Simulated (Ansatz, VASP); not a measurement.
## Te2Pt (Moncheite) in VASP and in Ansatz

Contents of run.py:

```python
from ase.calculators.vasp import Vasp
from ase.dft.bandgap import bandgap
from ase.io import read

atoms = read('Te2Pt.xyz')
calc = Vasp(
    directory='calc',
    xc='pbe',
    pp='PBE',
    setups={'base': 'minimal', 'Pt': '_GW', 'Te': '_GW'},
    prec='Accurate',
    encut=550,
    ediff=1e-07,
    ismear=0,
    sigma=0.05,
    lreal=False,
    lasph=True,
    nelm=100,
    algo='Normal',
    isif=2,
    lwave=False,
    lcharg=False,
    kpts=[8, 8, 5],
    gamma=True,
    nbands=18,
)
atoms.calc = calc

print('energy (eV):', atoms.get_potential_energy())
print('free energy (eV):', atoms.get_potential_energy(force_consistent=True))
print('forces (eV/A):')
print(atoms.get_forces())
print('stress (eV/A^3, Voigt):', atoms.get_stress())
print('Fermi level (eV):', calc.get_fermi_level())
gap, top, bottom = bandgap(calc)
print('band gap (eV):', gap, 'from (spin, k, band)', top, 'to', bottom)
```

The input Te2Pt.xyz:

```xyz
3
Lattice="4.0100000000 0.0000000000 0.0000000000 -2.0050000000 3.4727618692 0.0000000000 0.0000000000 0.0000000000 5.2010000000" Properties=species:S:1:pos:R:3 pbc="T T T"
Pt     0.0000000000      0.0000000000      0.0000000000
Te     2.0050000002      1.1575872896      3.9007500000
Te    -0.0000000002      2.3151745796      1.3002500000
```

input.yaml

```yaml
crystal:
  lattice:
    - [4.01, 0.0, 0.0]
    - [-2.005, 3.4727618692, 0.0]
    - [0.0, 0.0, 5.201]
  atoms:
    - { symbol: Pt, position: [0.0, 0.0, 0.0] }
    - { symbol: Te, position: [0.6666666667, 0.3333333333, 0.75] }
    - { symbol: Te, position: [0.3333333333, 0.6666666667, 0.25] }
hamiltonian:
  xc: pbe
  pseudopotentials: { kind: paw }
kpoints:
  mp_grid: { grid: [8, 8, 5] }
scf:
  occupations: { method: gaussian, width: 0.05 }
output:
  forces: true
  stress: true
  eigenvalues: true
```

Alike in both runs: task single point; functional PBE; k mesh 8 × 8 × 5; occupations gaussian, width 0.05 eV; no spin polarisation.

|  | VASP | Ansatz |
| --- | --- | --- |
| version | VASP 6.6.1 | Ansatz 0.2.0 |
| potentials or method | VASP PAW PBE potentials, release 64 (Pt_GW, Te_GW) | Ansatz PAW |
| plane-wave cutoff (eV) | 550 | 420 |
| valence electrons in the cell | 22 | 50 |

Ansatz gave:

```
gap on the k mesh at the Fermi level (eV)       : none
pressure (GPa)                                  : 8.7
largest component of the traceless stress (GPa) : 1.09
rms of the force components (eV/Å)              : 0.462
```

Question: What did VASP give for the same quantities?

Answer: gap on the k mesh at the Fermi level (eV): none; pressure (GPa): 8.2; largest component of the traceless stress (GPa): 1.02; rms of the force components (eV/Å): 0.445.

Atom by atom the forces differ by 0.017 eV/Å (rms over components). A gap of «none» marks a metal or a gap that the smearing closes. The two sets of potentials don't hold the same shells in valence.

The runs have no spin-orbit coupling, so splittings on Pt, Te are missing.
